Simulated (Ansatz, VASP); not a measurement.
## Zn in VASP and in Ansatz

```
Zn
1.0
     0.00000    1.96488    1.96488
     1.96488    0.00000    1.96488
     1.96488    1.96488    0.00000
Zn
1
Direct
  0.00000 0.00000 0.00000
```

Alike in both runs: functional PBE; k mesh 17 × 17 × 17; occupations fermi-dirac, width 0.05 eV; no spin polarisation.

Ansatz relaxed the structure, and its values are those at the end. VASP's run is a single point on that final structure, the one shown.

```csv
,VASP,Ansatz
version,VASP 6.6.1,Ansatz 0.2.0
potentials or method,"VASP PAW PBE potentials, release 64 (Zn)","PAW with Ansatz's default frozen-core files, scalar-relativistic"
plane-wave cutoff (eV),520,420
valence electrons in the cell,12,12
```

VASP gave:

```
pressure (GPa) : 0.3
```

Problem. Which values does Ansatz return?

Solution. Pressure (GPa): 0.0.
